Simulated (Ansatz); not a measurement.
## How an unstable B structure lowers its energy

These are results of Ansatz, DFT PBE, scalar-relativistic, plane waves, PAW, not measurements. All cells share a 420 eV cutoff and Γ-centred k meshes spaced at most 0.3 Å⁻¹ (0.19 for metals, 2π included).

The start was the graphite type (P6_3/mmc, No. 194), relaxed within its symmetry. A cell of 8 atoms (2 times the primitive one) was then disturbed at random, relaxed without symmetry and relaxed once more on a fine mesh. The k mesh leaves about 4 meV/atom of noise in metals.

Before:

Space group P6_3/mmc (No. 194). a = 2.995 Å, b = 2.995 Å, c = 4.032 Å, α = 90.00°, β = 90.00°, γ = 120.00°
| atom | site | symmetry | x | y | z |
| --- | --- | --- | --- | --- | --- |
| B | 2b | -6m2 | 0.0000 | 0.0000 | 0.2500 |
| B | 2d | -6m2 | 0.3333 | 0.6667 | 0.7500 |

After:

```
B
1.0
     2.90222    0.00000    0.00000
    -1.32975    2.67883    0.00000
    -0.42849   -1.23061    6.76804
B
8
Direct
  0.10237 0.23351 0.79473
  0.24846 0.47804 0.29637
  0.82643 0.16851 0.05125
  0.85215 0.68285 0.45801
  0.17357 0.83149 0.94875
  0.14785 0.31715 0.54199
  0.75154 0.52196 0.70363
  0.89763 0.76649 0.20527
```

Is this a distortion of the same structure or a reconstruction, and what lowers the energy?

A reconstruction, from P6_3/mmc (No. 194) to P-1 (No. 2). Each B has on average 7 B contacts in place of 4, longer on average (1.80 → 1.85 Å).

What does it gain?

495 meV/atom, with the volume going from 7.83 to 6.58 Å³/atom.

This form isn't the element's structure at ambient conditions.